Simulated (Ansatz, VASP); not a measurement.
**CdS: VASP beside Ansatz**

```
Cd S
1.0
     0.00000    2.61280    2.61280
     2.61280    0.00000    2.61280
     2.61280    2.61280    0.00000
Cd S
1 1
Direct
  0.00000 0.00000 0.00000
  0.50000 0.50000 0.50000
```

Alike in both runs: functional LDA; k mesh 16 × 16 × 16; occupations fermi-dirac, width 0.08 eV; no spin polarisation.

Ansatz relaxed the structure, and its values are those at the end. VASP's run is a single point on that final structure, the one shown.

|  | VASP | Ansatz |
| --- | --- | --- |
| version | VASP 6.6.1 | Ansatz 0.2.0 |
| potentials or method | VASP PAW LDA potentials, release 64 (Cd, S) | PAW with Ansatz's default frozen-core files, scalar-relativistic |
| plane-wave cutoff (eV) | 520 | 420 |
| valence electrons in the cell | 18 | 26 |

|  | VASP | Ansatz | Ansatz less VASP |
| --- | --- | --- | --- |
| pressure (GPa) | 8.0 | 7.0 | -1.01 |

The two sets of potentials don't hold the same shells in valence.
